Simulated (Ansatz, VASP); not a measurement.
# Two plane-wave programs on NaI

```
Na I
1.0
    -0.12983    3.20808    3.20808
     3.20808   -0.12983    3.20808
     3.20808    3.20808   -0.12983
Na I
1 1
Direct
  0.00000 0.00000 0.00000
  0.50000 0.50000 0.50000
```

Change from the starting cell: epitaxial_111 strain +3.4%.

Alike in both runs: task single point; functional r2SCAN; k mesh 8 × 8 × 8; no spin polarisation.

```csv
,VASP,Ansatz
version,VASP 6.6.1,Ansatz 0.2.0
potentials or method,"VASP PAW PBE potentials, release 64 (Na_pv, I)","plane waves, PAW"
plane-wave cutoff (eV),520,500
occupations,"gaussian, width 0.01 eV",fixed
valence electrons in the cell,14,26
```

VASP gave:

- gap on the k mesh at the Fermi level (eV): 4.16
- pressure (GPa): -0.6
- largest component of the traceless stress (GPa): 0.29

Problem. Estimate Ansatz's values.

Solution. gap on the k mesh at the Fermi level (eV): 4.15; pressure (GPa): -0.6; largest component of the traceless stress (GPa): 0.29.

The two sets of potentials don't hold the same shells in valence.

Caveats: the PAW data sets were made with another functional, which shifts forces and pressure a little (VASP); spin-orbit coupling is left out, which moves the levels of the heavy elements. A k mesh can miss the band edges.
